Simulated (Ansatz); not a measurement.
Mo: distorted cells

Method: DFT PBE, scalar-relativistic, plane waves, PAW (Ansatz 0.2.0).

Cutoff 420 eV; k points 16×16×14 on the computed 1-atom cell (Γ-centred); Gaussian smearing, width 0.10 eV; no spin polarisation.

Reference cell:

```yaml
crystal:
  lattice:
    - [2.73551, 0.00000, 0.00000]
    - [-1.36776, 2.36902, 0.00000]
    - [0.00000, 0.00000, 2.55518]
  atoms:
    - { symbol: Mo, position: [0.00000, 0.00000, 0.50000] }
```

Each variant moves atoms of this cell by the vectors given, if any (Å), and then applies a symmetric strain (tensor components, Cartesian axes). The reference cell isn't relaxed at this level. Energies are per atom at zero smearing, counted from the lowest variant. Pressure is positive in compression.

1. strain (xx yy zz yz xz xy, %) -0.43 -0.14 -0.93 -0.05 -0.05 -0.50
2. strain (xx yy zz yz xz xy, %) 1.70 2.86 3.54 0.00 -0.42 0.00
3. strain (xx yy zz yz xz xy, %) 0.00 -1.07 0.86 0.00 0.00 -0.92

| result | ΔE (meV/atom) | P (GPa) |
| --- | --- | --- |
| A | 0.0 | 6.51 |
| B | 9.4 | 3.98 |
| C | 46.8 | -11.57 |

Task: Which variant gave which result?

Result: A is 1, B is 3, C is 2. The pressure falls as the cell grows: from the smallest volume to the largest the variants are 1, 3, 2.

This form isn't the element's structure at ambient conditions.